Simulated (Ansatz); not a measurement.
Set up this calculation in Ansatz 0.2.0, as the native input.

```yaml
Task: band structure
Functional: LDA
Potentials_or_basis: all-electron LAPW, scalar-relativistic
Cutoff: 324 eV (chosen from the basis error)
Basis_error_allowed: 0.001 eV/atom
k_mesh: 10 × 10 × 10
Occupations: fermi-dirac, width 0.05 eV
Spin: collinear spin, ferromagnetic start
Starting_moments: "[4.0, 0.0] μB"
```

Crystal: MnO.

```
Mn O
1.0
     0.00000    2.22391    2.22391
     2.22391    0.00000    2.22391
     2.22391    2.22391    0.00000
Mn O
1 1
Direct
  0.00000 0.00000 0.00000
  0.50000 0.50000 0.50000
```

The cell is a database's computed one.

These files were run (other wordings do the same):

input.yaml

```yaml
crystal:
  lattice:
    - [0.0, 2.2239077028, 2.2239077028]
    - [2.2239077028, 0.0, 2.2239077028]
    - [2.2239077028, 2.2239077028, 0.0]
  atoms:
    - { symbol: Mn, position: [0.0, 0.0, 0.0], spin: 4.0 }
    - { symbol: O, position: [0.5, 0.5, 0.5] }
kpoints:
  mp_grid: { grid: [10, 10, 10] }
  band_path:
    path:
      - [0.0, 0.0, 0.0]
      - [0.5, 0.0, 0.5]
      - [0.5, 0.25, 0.75]
      - [0.375, 0.375, 0.75]
      - [0.0, 0.0, 0.0]
      - [0.5, 0.5, 0.5]
      - [0.625, 0.25, 0.625]
      - [0.5, 0.25, 0.75]
    npoints: 12
scf:
  occupations: { method: fermi_dirac, width: 0.05 }
hamiltonian:
  xc: lda
  pseudopotentials: { kind: all_electron, lapw: { basis_error: 0.001 } }
magnetization:
  spin_polarized: true
output:
  forces: true
  stress: true
  eigenvalues: true
```

Potentials or basis: all-electron LAPW, scalar-relativistic.

Command:

```sh
$ ansatz run input.yaml --threads 2 --pin off --max-ram 6144MiB --backend cpu --events-out ev --progress --plain --runs-dir out
```

It gave:

The pressure is -16.6 GPa. The band gap along the path is none (metal or under the smearing width). The net moment is 4.60 μB per cell, the absolute moment is 4.60 μB per cell and the site moments are Mn +4.17; O +0.22 μB.

Caveat: a cell with one magnetic atom can't hold antiferromagnetic order, which such compounds often take; semilocal functionals often make such compounds metallic where correlation or magnetic order opens a gap, which also shifts bond lengths.

It took 15 s on 2 threads of Arm Neoverse V1, with other jobs on the host, peak memory 0.39 GiB.
